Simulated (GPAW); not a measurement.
ZnSe (Stilleite): single point with PBE

**The experiment to reproduce.**

From “Alloy Disordering Effects on the Thermal Conductivity and Energy Gap Temperature Dependence of Cd1−xZnxSe Ternary Crystals Grown by the Bridgman Method”, 2023, pmc:10253836, for a bulk crystal of ZnSe at 300 K: band gap 2.695 ± 0.003 eV (an exciton energy, a little under the gap).

The system is ZnSe (Stilleite).

```
Se Zn
1.0
     0.00000    2.83380    2.83380
     2.83380    0.00000    2.83380
     2.83380    2.83380    0.00000
Se Zn
1 1
Direct
  0.75000 0.75000 0.75000
  0.00000 0.00000 0.00000
```

* Program: GPAW 26.7.0
* Task: single point
* Functional: PBE
* Potentials or basis: GPAW PAW data sets (gpaw-data 1.2.1)
* Cutoff: 450 eV
* Basis: pw
* k mesh: 7 × 7 × 7
* Occupations: fermi-dirac, width 0.05 eV
* Spin: no spin polarisation

```
Pressure               : 1.7 GPa
Band gap on the k mesh : 1.30 eV, direct
```

Levels at points of the mesh, in eV from the valence-band top:
```csv
k point,band 6,band 7,band 8,band 9,band 10,band 11,band 12,band 13
"(0.00, 0.00, 0.00)",-6.15,0.00,0.00,0.00,1.30,5.81,5.81,5.81
```

Run time: 6.4 s on 1 thread of Arm Neoverse V2 (shared host), peak memory 0.14 GiB.

A measured gap of ZnSe is 2.695 eV (an exciton energy, a little under the gap; 300 K; “Alloy Disordering Effects on the Thermal Conductivity and Energy Gap Temperature Dependence of Cd1−xZnxSe Ternary Crystals Grown by the Bridgman Method”, 2023, pmc:10253836); the calculated 1.30 eV misses it by -1.40 eV. So large a miss can be the level of theory's own, or it may mean another phase, state or a wrong row. Spin-orbit coupling on Se is left out. The value is that of PBE, without temperature or zero-point motion. Semilocal functionals fall short of measured gaps as a rule.

Caveat: the cutoff is short for stress and forces, so pressures can be off by a GPa or more.
